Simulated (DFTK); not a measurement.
Runs of DFTK 0.8.2 on TePb. Symmetry: Fm-3m, No. 225, cubic system. The conventional cell has a = 6.462 Å, b = 6.462 Å, c = 6.462 Å, α = 90.00°, β = 90.00°, γ = 90.00°. Pb (site symmetry m-3m) is surrounded by 6 Te at 3.23 Å. Around Te (site symmetry m-3m) lie 6 Pb at 3.23 Å. 

```tsv
task	level	potentials or basis	k mesh	cutoff (eV)	valence electrons	SCF solver	mesh quality	gap on the mesh (eV)	pressure (GPa)	V0 of scaled cells (Å³/atom)	B0 (GPa)
equation of state	rSCAN	cp2k.nc.sr.pbe.v0_1.largecore.gth (PBE, GTH, large core)	5 × 5 × 5	707	Pb 4, Te 6	ScfAndersonSolver	not flagged	-	-	35.35	40
equation of state	PBEsol	SPMS 1.0 (PBE)	4 × 4 × 4	816	Pb 14, Te 16	-	coarse	-	-	33.34	45
band structure	OLYP	SG15 1.2 (PBE)	6 × 6 × 6	952	Pb 14, Te 16	-	not flagged	(b)	(a)	-	-
single point	PBEsol	dojo.nc.sr.pbesol.v0_4_1.standard.upf (PBEsol)	7 × 7 × 7	1088	Pb 14, Te 16	-	not flagged	-	-0.4	-	-
band structure	PBEsol	SPMS 1.0 (PBE)	6 × 6 × 6	816	Pb 14, Te 16	-	not flagged	0.66	-0.5	-	-
band structure	PBE	in-house norm-conserving set (PBE, scalar relativistic)	5 × 5 × 5	1116	Pb 14, Te 16	-	not flagged	-	2.2	-	-
equation of state	r2SCAN	cp2k.nc.sr.pbe.v0_1.largecore.gth (PBE, GTH, large core)	4 × 4 × 4	707	Pb 4, Te 6	-	coarse	-	-	35.26	41
equation of state	PBEsol	dojo.nc.sr.pbesol.v0_4_1.standard.upf (PBEsol)	7 × 7 × 7	1088	Pb 14, Te 16	-	not flagged	-	-	(c)	45
```

Alike in all rows: no spin polarisation; cell as given; smearing fermi-dirac 0.05 eV.

Task: Estimate the missing entries.

Result: (a) 3.6; (b) 0.95; (c) 33.45.

Caveats: some runs use coarse meshes; the potentials were made for another functional, which shifts forces and pressure (some runs); GTH potentials come without recommended cutoffs, and this one wasn't checked for convergence (some runs); the program warned that the kinetic-energy density falls under its von Weizsäcker bound, which can give unphysical results (some runs); this set keeps more shells in the core, which shifts pressures and gaps (some runs); spin-orbit coupling is left out, which as a rule narrows the gap of such compounds by several tenths of an eV (some runs).

A k mesh can miss the band edges, and the runs leave out spin-orbit coupling on Pb, Te.

Not every run made on this cell is shown here.
